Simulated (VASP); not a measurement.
# Ca (Pm-3m) in VASP: notebook

Aim: see how the results for Ca move with the level of theory and the settings. Levels: PBEsol, PBE. Tasks: single point.

Program: VASP 6.6.1. These are calculated values, not measurements. Logs are shortened: lines on timing, memory, paths and dates and some standing lists are left out, and cuts for length are marked.

## 1. The cell of the first run

The structure is cubic, space group Pm-3m (No. 221). Conventional cell: a = 3.374 Å, b = 3.374 Å, c = 3.374 Å, α = 90.00°, β = 90.00°, γ = 90.00°. Ca (site symmetry m-3m) is surrounded by 6 Ca at 3.37 Å.

This isn't the form of Ca at room conditions, which is fcc.

## 2. Single point, PBEsol (functional PBEsol, strained and moved within the space group)

File INCAR:

```
SYSTEM = Ca
PREC = Accurate
ENCUT = 520
EDIFF = 1E-6
ISMEAR = 0
SIGMA = 0.1
LREAL = .False.
LASPH = .True.
NELM = 100
ALGO = Normal
ISIF = 2
LWAVE = .False.
LCHARG = .True.
GGA = PS
LELF = .True.
LVHAR = .True.
NBANDS = 11
```

File KPOINTS:

```
regular mesh
0
Gamma
  12 12 12
  0 0 0
```

File POSCAR:

```
Ca
1.0
    3.3739842061      0.0000000000      0.0000000000
    0.0000000000      3.3739842061      0.0000000000
    0.0000000000      0.0000000000      3.3739842061
Ca
1
Direct
    0.0000000000      0.0000000000      0.0000000000
```

Potentials or basis: VASP PAW PBE potentials, release 64 (Ca_sv).

The run is started by

```bash
cat potpaw_PBE.64/Ca_sv/POTCAR > POTCAR
mpirun -np 1 vasp_std > vasp.out
```

OUTCAR:

```text
SYSTEM = Ca
   PREC = Accurate
   ENCUT = 520
   EDIFF = 1E-6
   ISMEAR = 0
   LREAL = .False.
   LASPH = .True.
   NELM = 100
   ISIF = 2
   GGA = PS

 ion  position               nearest neighbor table
   1  0.000  0.000  0.000-

  LATTYP: Found a simple cubic cell.
 ALAT       =     3.3739842061

  Lattice vectors:

 A1 = (   3.3739842061,   0.0000000000,   0.0000000000)
 A2 = (   0.0000000000,   3.3739842061,   0.0000000000)
 A3 = (   0.0000000000,   0.0000000000,   3.3739842061)

Analysis of symmetry for initial positions (statically):
=====================================================================
 Subroutine PRICEL returns:
 Original cell was already a primitive cell.

 Routine SETGRP: Setting up the symmetry group for a
 simple cubic supercell.

 Subroutine GETGRP returns: Found 48 space group operations
 (whereof 48 operations were pure point group operations)
 out of a pool of 48 trial point group operations.

The static configuration has the point symmetry O_h .

Analysis of symmetry for dynamics (positions and initial velocities):
=====================================================================
 Subroutine PRICEL returns:
 Original cell was already a primitive cell.

 Routine SETGRP: Setting up the symmetry group for a
 simple cubic supercell.

 Subroutine GETGRP returns: Found 48 space group operations
 (whereof 48 operations were pure point group operations)
 out of a pool of 48 trial point group operations.

The dynamic configuration has the point symmetry O_h .

 Subroutine INISYM returns: Found 48 space group operations
 (whereof 48 operations are pure point group operations),
 and found     1 'primitive' translations

----------------------------------------------------------------------------------------

                                     Primitive cell

  volume of cell :      38.4087

  direct lattice vectors                    reciprocal lattice vectors
     3.373984206  0.000000000  0.000000000     0.296385501  0.000000000  0.000000000
     0.000000000  3.373984206  0.000000000     0.000000000  0.296385501  0.000000000
     0.000000000  0.000000000  3.373984206     0.000000000  0.000000000  0.296385501

  length of vectors
     3.373984206  3.373984206  3.373984206     0.296385501  0.296385501  0.296385501

  position of ions in fractional coordinates (direct lattice)
     0.000000000  0.000000000  0.000000000

  ion indices of the primitive-cell ions
   primitive index   ion index
                 1           1

----------------------------------------------------------------------------------------

 KPOINTS: regular mesh

Automatic generation of k-mesh.
 Grid dimensions read from file:
 generate k-points for:   12   12   12

 Generating k-lattice:

  Cartesian coordinates                     Fractional coordinates (reciprocal lattice)
     0.024698792  0.000000000  0.000000000     0.083333333  0.000000000  0.000000000
     0.000000000  0.024698792  0.000000000     0.000000000  0.083333333  0.000000000
     0.000000000  0.000000000  0.024698792     0.000000000  0.000000000  0.083333333

  Length of vectors
     0.024698792  0.024698792  0.024698792

  Shift w.r.t. Gamma in fractional coordinates (k-lattice)
     0.000000000  0.000000000  0.000000000

 Subroutine IBZKPT returns following result:
 ===========================================

 Found     84 irreducible k-points:

 Following reciprocal coordinates:
            Coordinates               Weight
  0.000000  0.000000  0.000000      1.000000
  0.083333  0.000000  0.000000      6.000000
  0.166667  0.000000  0.000000      6.000000
  0.250000  0.000000  0.000000      6.000000
  0.333333  0.000000  0.000000      6.000000
  0.416667  0.000000  0.000000      6.000000
[... 16 lines left out ...]
  0.333333  0.333333  0.000000     12.000000
  0.416667  0.333333  0.000000     24.000000
 [... further k-points ...]
   k-points           NKPTS =     84   k-points in BZ     NKDIM =     84   number of bands    NBANDS=     11
   number of dos      NEDOS =    301   number of ions     NIONS =      1
   total plane-waves  NPLWV =  21952
   dimension x,y,z NGX =    28 NGY =   28 NGZ =   28
   dimension x,y,z NGXF=    56 NGYF=   56 NGZF=   56
   ions per type =               1
   NGX,Y,Z   is equivalent  to a cutoff of  13.80, 13.80, 13.80 a.u.
   NGXF,Y,Z  is equivalent  to a cutoff of  27.59, 27.59, 27.59 a.u.
 SYSTEM =  Ca
   PREC   = accura    normal or accurate (medium, high low for compatibility)
   ISTART =      0    job   : 0-new  1-cont  2-samecut
   ICHARG =      2    charge: 1-file 2-atom 10-const
   ISPIN  =      1    spin polarized calculation?
   LNONCOLLINEAR =      F non collinear calculations
   LSORBIT =      F    spin-orbit coupling
   LASPH  =      T    aspherical Exc in radial PAW
   ENCUT  =  520.0 eV  38.22 Ry    6.18 a.u.   6.27  6.27  6.27*2*pi/ulx,y,z
   NELM   =    100;   NELMIN=  2; NELMDL= -5     # of ELM steps
   EDIFF  = 0.1E-05   stopping-criterion for ELM
   LREAL  =      F    real-space projection
   EDIFFG = 0.1E-04   stopping-criterion for IOM
   NSW    =      0    number of steps for IOM
   IBRION =     -1    ionic relax: 0-MD 1-quasi-New 2-CG
   NFREE  =      0    steps in history (QN), initial steepest desc. (CG)
   ISIF   =      2    stress and relaxation
   ISYM   =      2    0-nonsym 1-usesym 2-fastsym
   POTIM  = 0.5000    time-step for ionic-motion
   TEBEG  =    0.0;   TEEND  =   0.0 temperature during run
   PSTRESS=    0.0 pullay stress
   NELECT =      10.0000    total number of electrons
   NUPDOWN=      -1.0000    fix difference up-down
   EMIN   =  10.00;   EMAX   =-10.00  energy-range for DOS
   EFERMI =   0.00;   METHOD = LEGACY
   ISMEAR =     0;   SIGMA  =   0.10  broadening in eV -4-tet -1-fermi 0-gaus
   EFERMI_NEDOS =   21; number of points for ismear=-14 and -15
   IALGO  =     38    algorithm
   IMIX   =      4    mixing-type and parameters
     AMIX     =   0.40;   BMIX     =  1.00
     AMIX_MAG =   1.60;   BMIX_MAG =  1.00
  volume/ion in A,a.u.               =      38.41       259.19
  Fermi-wavevector in a.u.,A,eV,Ry     =   1.045358  1.975441 14.868089  1.092774
  Thomas-Fermi vector in A             =   2.180150
   LORBIT       =      0    0 simple, 1 ext, 2 COOP (PROOUT), +10 PAW based schemes
   GGA     = PS    functional components
   LHFCALC =     F    Hartree Fock is set to
   AEXX    =    0.0000 exact exchange contribution
   IVDW    =     0    specifies the selected vdW correction
   LEPSILON=     F    determine dielectric tensor
   LRPA    =     F    only Hartree local field effects (RPA)
 non-spin polarized calculation
 Gauss-broadening in eV      SIGMA  =   0.10
  energy-cutoff  :      520.00
  volume of cell :       38.41
 maximum number of plane-waves:      1064
 NGX is ok and might be reduce to    28
   NGX = 13   NGY = 13   NGZ = 13

 number of electron      10.0000002 magnetization

 Free energy of the ion-electron system (eV)
  ---------------------------------------------------
  ext. energy  EPLUGINS =         0.00000000
  ---------------------------------------------------
  free energy    TOTEN  =        -1.73648149 eV

  energy without entropy =       -1.73342035  energy(sigma->0) =       -1.73495092

 E-fermi :   2.1635     XC(G=0):  -8.0932

 val. band max:        2.1313050175   @ k =   0.4167   0.3333   0.3333
 cond. band min:       2.2494438688   @ k =   0.4167   0.0000   0.0000
 fundamental gap:      0.1181388513
 Fermi energy:         2.1634716217

 k-point     1 :       0.0000    0.0000    0.0000
  band No.  band energies     occupation
      1     -39.6447      2.00000
      2     -20.5724      2.00000
      3     -20.5724      2.00000
      4     -20.5724      2.00000
      5      -1.8528      2.00000
      6       2.9558      0.00000
      7       2.9558      0.00000
      8       6.6756      0.00000
      9       6.6756      0.00000
     10       6.6756      0.00000
     11      11.5643      0.00000

 k-point     2 :       0.0833    0.0000    0.0000
  band No.  band energies     occupation
      1     -39.6426      2.00000
      2     -20.5941      2.00000
      3     -20.5706      2.00000
      4     -20.5706      2.00000
      5      -1.7440      2.00000
      6       2.9896      0.00000
      7       2.9991      0.00000
      8       6.5456      0.00000
      9       6.5456      0.00000
     10       6.6842      0.00000
     11      10.8744      0.00000

 k-point     3 :       0.1667    0.0000    0.0000
  band No.  band energies     occupation
      1     -39.6370      2.00000
      2     -20.6530      2.00000
      3     -20.5655      2.00000
      4     -20.5655      2.00000
      5      -1.4265      2.00000
      6       3.0844      0.00000
      7       3.0866      0.00000
      8       6.2288      0.00000
      9       6.2288      0.00000
     10       6.7077      0.00000
     11       9.6850      0.00000

 k-point     4 :       0.2500    0.0000    0.0000
  band No.  band energies     occupation
      1     -39.6294      2.00000
      2     -20.7323      2.00000
      3     -20.5587      2.00000
      4     -20.5587      2.00000
      5      -0.9240      2.00000
      6       3.0858      0.00000
      7       3.2206      0.00000
      8       5.8596      0.00000
      9       5.8596      0.00000
     10       6.7401      0.00000
     11       8.7008      0.00000
[... 239 lines left out ...]
 k-point    22 :       0.5000    0.2500    0.0000
  band No.  band energies     occupation
      1     -39.5993      2.00000
      2     -20.8660      2.00000
      3     -20.6967      2.00000
      4     -20.5319      2.00000
      5       1.7060      2.00000
      6       1.9918      1.98480
      7       4.0587      0.00000
      8       4.9765      0.00000
      9       5.4202      0.00000
     10       6.1395      0.00000
     11       7.9598      0.00000

 k-point    23 :       0.3333    0.3333    0.0000
  band No.  band energies     occupation
      1     -39.5994      2.00000
      2     -20.7844      2.00000
      3     -20.7774      2.00000
      4     -20.5320      2.00000
      5       0.9821      2.00000
      6       2.9123      0.00000
      7       4.1946      0.00000
      8       4.7244      0.00000
      9       5.7047      0.00000
     10       5.8458      0.00000
     11       8.4049      0.00000

 k-point    24 :       0.4167    0.3333    0.0000
  band No.  band energies     occupation
      1     -39.5939      2.00000
      2     -20.8354      2.00000
      3     -20.7736      2.00000
      4     -20.5272      2.00000
      5       1.4354      2.00000
      6       2.7048      0.00000
      7       4.3644      0.00000
      8       4.8292      0.00000
      9       5.5710      0.00000
     10       5.8404      0.00000
     11       7.9990      0.00000

 [... further k-points ...]
[... 5 lines left out ...]
  --------------------------------------------------------------------------------------
  -------------------------------------------------------------------------------------
  Total        0.2083079      0.2083079      0.2083079      0.0000000      0.0000000     -0.0000000
  in kB        8.6893461      8.6893461      8.6893461      0.0000000      0.0000000     -0.0000000
  external PRESSURE =       8.6893461 kB  Pullay stress =       0.0000000 kB

 VOLUME and BASIS-vectors are now :
 -----------------------------------------------------------------------------
  energy-cutoff  :      520.00
  volume of cell :       38.41
      direct lattice vectors                 reciprocal lattice vectors
     3.373984206  0.000000000  0.000000000     0.296385501  0.000000000  0.000000000
     0.000000000  3.373984206  0.000000000     0.000000000  0.296385501  0.000000000
     0.000000000  0.000000000  3.373984206     0.000000000  0.000000000  0.296385501

 POSITION                                       TOTAL-FORCE (eV/Angst)
 -----------------------------------------------------------------------------------
      0.00000      0.00000      0.00000         0.000000      0.000000      0.000000
 -----------------------------------------------------------------------------------
    total drift:                               -0.000000     -0.000000     -0.000000

  FREE ENERGIE OF THE ION-ELECTRON SYSTEM (eV)
  ---------------------------------------------------
  free  energy   TOTEN  =        -1.7364814902 eV

  energy  without entropy=       -1.7334203544  energy(sigma->0) =       -1.73495092
```

Wall time 17 s (1 thread of Intel Xeon Platinum 8488C (Sapphire Rapids), shared host); peak memory 0.17 GiB.

What came out:

```yaml
Free_energy: -1.7365 eV
Pressure: 0.9 GPa
Band_gap_on_the_k_mesh: none (metal or under the smearing width)
```

Levels at points of the mesh, in eV from the Fermi level:
| k point | band 3 | band 4 | band 5 | band 6 | band 7 | band 8 |
| --- | --- | --- | --- | --- | --- | --- |
| (0.00, 0.00, 0.00) | -22.74 | -22.74 | -4.02 | 0.79 | 0.79 | 4.51 |
| (0.50, 0.00, 0.00) | -22.71 | -22.71 | -1.15 | -0.42 | 1.36 | 3.09 |
| (0.50, 0.50, 0.00) | -23.01 | -22.68 | -0.55 | 1.03 | 2.74 | 2.74 |
| (0.50, 0.50, 0.50) | -22.97 | -22.97 | 0.62 | 0.62 | 0.62 | 5.39 |

Caveat: the PAW data sets were made with another functional, which shifts forces and pressure a little.

## 3. Single point, PBE (Ca replaced by Be, lengths x 0.727, strained and moved within the space group)

File INCAR:

```
SYSTEM = Be
  PREC = Accurate
  ENCUT = 520
  EDIFF = 1E-6
  ISMEAR = 0
  SIGMA = 0.1
  LREAL = .False.
  LASPH = .True.
  NELM = 100
  ALGO = Normal
  ISIF = 2
  LWAVE = .False.
  LCHARG = .False.
  GGA = PE
  NBANDS = 7
```

File KPOINTS:

```
regular mesh
0
Gamma
  8 8 8
  0 0 0
```

File POSCAR:

```
Be
1.0
    2.4993748902      0.0000000000      0.0000000000
    0.0000000000      2.4993748902      0.0000000000
    0.0000000000      0.0000000000      2.4993748902
Be
1
Direct
    0.0000000000      0.0000000000      0.0000000000
```

Potentials or basis: VASP PAW PBE potentials, release 64 (Be).

The run is started by

```bash
cat potpaw_PBE.64/Be/POTCAR > POTCAR
mpirun -np 1 vasp_std > vasp.out
```

Wall time 2.4 s (1 thread of Intel Xeon Platinum 8488C (Sapphire Rapids), shared host); peak memory 0.11 GiB.

The run converged. Its results:

* Free energy: -2.4198 eV
* Pressure: -15.5 GPa
* Band gap on the k mesh: none (metal or under the smearing width)

Levels at points of the mesh, in eV from the Fermi level:
```
           k point  band 1  band 2  band 3  band 4
(0.00, 0.00, 0.00)   -7.59    9.91    9.91    9.91
(0.50, 0.00, 0.00)   -3.03   -2.12   12.32   12.32
(0.50, 0.50, 0.00)    0.71    0.71    3.90    6.00
(0.50, 0.50, 0.50)    3.95    3.95    3.95   10.83
```

Caveat: so large a pressure means that the cell lies far from this level's equilibrium, or that cutoff or potentials fall short.

[end of part 1 of 2]
